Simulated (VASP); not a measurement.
# GaN: relaxed cell and band gap, by functional

GaN, P6_3mc (no. 186), 4 atoms in the cell.

| Functional | Volume (Å³/atom) | Change from the starting volume (fraction) | Gap, path and mesh (eV) | Time (s) |
|---|---|---|---|---|
| OPTX + LYP (libxc) | 11.74 | 0.038 | 1.98 | 129 |
| Wu-Cohen (libxc) | 11.37 | 0.005 | 1.88 | 104 |
| HCTH/407 (libxc) | 11.74 | 0.038 | 2.07 | 109 |
| APBE (libxc) | 11.90 | 0.052 | 1.65 | 184 |
| RGE2 (libxc) | 11.50 | 0.016 | 1.85 | 199 |
| B86 with PBE correlation (libxc) | 11.91 | 0.053 | 1.66 | 224 |
| PW91 (libxc) | 11.72 | 0.036 | 1.73 | 178 |
| LDA, PW92 (libxc) | 11.08 | -0.020 | 2.11 | 145 |

## Input of the first row

INCAR.step1:
```
PREC     = Accurate       # precision mode
ENCUT    = 600            # plane-wave cutoff, eV
EDIFF    = 1E-7           # SCF threshold, eV
ISMEAR   = 0              # smearing method
SIGMA    = 0.02           # smearing width, eV
LREAL    = False          # projectors in reciprocal space
LASPH    = True           # aspherical terms in the spheres
GGA_COMPAT= False        
ALGO     = Normal         # electronic algorithm
NELM     = 150            # most SCF steps
ISIF     = 3              # what is computed and relaxed
LWAVE    = False          # write WAVECAR
LCHARG   = False          # write CHGCAR
GGA      = LIBXC          # functional
LIBXC1   = GGA_X_OPTX   
LIBXC2   = GGA_C_LYP    
IBRION   = 2              # ionic algorithm
EDIFFG   = -0.005         # ionic threshold
NSW      = 60             # ionic steps
KPAR     = 2             
```

INCAR.step2, as INCAR.step1 but for:
```
- NSW = 60
+ NSW = 40
```

INCAR.step3, as INCAR.step2 but for:
```
- ISIF = 3
- IBRION = 2
- EDIFFG = -0.005
- NSW = 40
+ ISIF = 2
+ NBANDS = 26
```

KPOINTS:
```
k-points
0
Gamma
  7 7 4
```

KPOINTS_OPT:
```
path GMKGALHA,LM,KH
8
line-mode
reciprocal
 0.0000000000  0.0000000000  0.0000000000  G
 0.5000000000  0.0000000000  0.0000000000  M

 0.5000000000  0.0000000000  0.0000000000  M
 0.3333333333  0.3333333333  0.0000000000  K

 0.3333333333  0.3333333333  0.0000000000  K
 0.0000000000  0.0000000000  0.0000000000  G

 0.0000000000  0.0000000000  0.0000000000  G
 0.0000000000  0.0000000000  0.5000000000  A

 0.0000000000  0.0000000000  0.5000000000  A
 0.5000000000  0.0000000000  0.5000000000  L

 0.5000000000  0.0000000000  0.5000000000  L
 0.3333333333  0.3333333333  0.5000000000  H

 0.3333333333  0.3333333333  0.5000000000  H
 0.0000000000  0.0000000000  0.5000000000  A

 0.5000000000  0.0000000000  0.5000000000  L
 0.5000000000  0.0000000000  0.0000000000  M

 0.3333333333  0.3333333333  0.0000000000  K
 0.3333333333  0.3333333333  0.5000000000  H
```

POSCAR.step1:
```
GaN
1.0
    3.1800000000      0.0000000000      0.0000000000
   -1.5900000000      2.7539607840      0.0000000000
    0.0000000000      0.0000000000      5.1660000000
Ga N
2 2
Direct
    0.6666666667      0.3333333333      0.5000000000
    0.3333333333      0.6666666667      0.0000000000
    0.6666666667      0.3333333333      0.8750000000
    0.3333333333      0.6666666667      0.3750000000
```

Commands (each step's output is kept before the next begins):
```
cat potpaw_PBE.64/Ga_d/POTCAR potpaw_PBE.64/N/POTCAR > POTCAR
cp INCAR.step1 INCAR
cp POSCAR.step1 POSCAR
mpirun -np 2 vasp_std > vasp.out
cp CONTCAR POSCAR
rm WAVECAR CHG
cp INCAR.step2 INCAR
mpirun -np 2 vasp_std > vasp.out
cp CONTCAR POSCAR
rm WAVECAR CHG
cp INCAR.step3 INCAR
mpirun -np 2 vasp_std > vasp.out
```

Changes of the last row against the first:
```
(all steps)
- LIBXC1 = GGA_X_OPTX
- LIBXC2 = GGA_C_LYP
+ LIBXC1 = LDA_X
+ LIBXC2 = LDA_C_PW
- cat potpaw_PBE.64/Ga_d/POTCAR potpaw_PBE.64/N/POTCAR > POTCAR
+ cat potpaw_LDA.64/Ga_d/POTCAR potpaw_LDA.64/N/POTCAR > POTCAR
```

VASP 6.6.1 took 129 s on 2 cores (Intel Xeon Platinum 8488C (Sapphire Rapids)), a shared host.
